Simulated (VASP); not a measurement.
Runs of VASP 6.6.1 on Gd. Symmetry: Fm-3m, No. 225, cubic system. Conventional cell: a = 5.172 Å, b = 5.172 Å, c = 5.172 Å, α = 90.00°, β = 90.00°, γ = 90.00°. Gd (site symmetry m-3m) has 12 Gd at 3.66 Å as nearest neighbours. This isn't the form of Gd at room conditions, which is hcp.

| level | cell | k mesh | smearing | gap on the mesh (eV) | pressure (GPa) | moment (μB) |
| --- | --- | --- | --- | --- | --- | --- |
| PBE | as given | 8 × 8 × 8 | methfessel-paxton 0.1 eV | none | -1.4 | (c) |
| PBEsol | as given | 8 × 8 × 8 | fermi-dirac 0.1 eV | none | -3.1 | 7.46 |
| PBE | volume scaled by 0.94 | 9 × 9 × 9 | fermi-dirac 0.05 eV | none | 0.5 | (b) |
| PBE | volume scaled by 1.06 | 9 × 9 × 9 | fermi-dirac 0.05 eV | none | -2.8 | (a) |
| PBE | as given | 9 × 9 × 9 | fermi-dirac 0.05 eV | none | -1.2 | 7.59 |

Alike in all rows: task single point; potentials or basis VASP PAW PBE potentials, release 64 (Gd); spin collinear, typed start; cutoff (eV) 520.

Problem. Fill in the values left out.

Solution. (a) 7.69; (b) 7.53; (c) 7.57.

Caveats: spin-orbit coupling is left out, which moves the levels of the heavy elements; the PAW data sets were made with another functional, which shifts forces and pressure a little (some runs).

A k mesh can miss the band edges, and the runs leave out spin-orbit coupling on Gd.

A gap of «none» marks a metal or a gap under the smearing width.
